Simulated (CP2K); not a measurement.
**TiNi under changes of volume**

One of the cells (13.340 Å³/atom); the others are scaled copies at fixed shape and fractional positions:

```
Ni Ti
1.0
     2.98807    0.00000    0.00000
     0.00000    2.98807    0.00000
     0.00000    0.00000    2.98807
Ni Ti
1 1
Direct
  0.00000 0.00000 0.00000
  0.50000 0.50000 0.50000
```

The cell comes from a database or a generator and needn't be the stable form of this composition.

- Program: CP2K 2026.2
- Functional: PBEsol
- Potentials or basis: GTH_POTENTIALS Ni GTH-PBE-q18, Ti GTH-PBE-q12; TZVP-MOLOPT-SR-GTH basis
- Density cutoff: 8163 eV
- k mesh: 9 × 9 × 9
- Occupations: fermi-dirac, width 0.05 eV
- Spin: collinear spin, ferromagnetic start
- Starting moments: [1.0, 1.0] μB

| volume (Å³/atom) | energy over the lowest point (meV/atom) | pressure (GPa) |
| --- | --- | --- |
| 12.539 | 15.47 | 9.0 |
| 12.806 | 4.33 | 4.7 |
| 13.073 | 0.00 | 0.8 |
| 13.340 | 1.80 | -2.7 |
| 13.606 | 9.09 | -5.8 |
| 13.873 | 21.33 | -8.6 |
| 14.140 | ? | ? |

**Question.** What does the run at 14.140 Å³/atom give?

**Answer.** Energy over the lowest point 38.00 meV/atom; pressure -11.2 GPa.

Worked out: A Birch-Murnaghan fit of order 3 (a polynomial in V^(-2/3)) to the other rows has its minimum at 13.12 Å³/atom with B0 = V·E''(V) = 177 GPa and B' = 4.2. It gives 38.04 meV/atom at 14.140 Å³/atom, against the run's 38.00, and -dE/dV = -11.3 GPa, against -11.2.

Energies are extrapolated to zero smearing.

Caveats: the potentials were made for another functional, which shifts forces and pressure; the basis of atomic orbitals isn't converged, which shifts pressures, moduli and gaps; the total moment is fixed, so each spin has its own Fermi level.
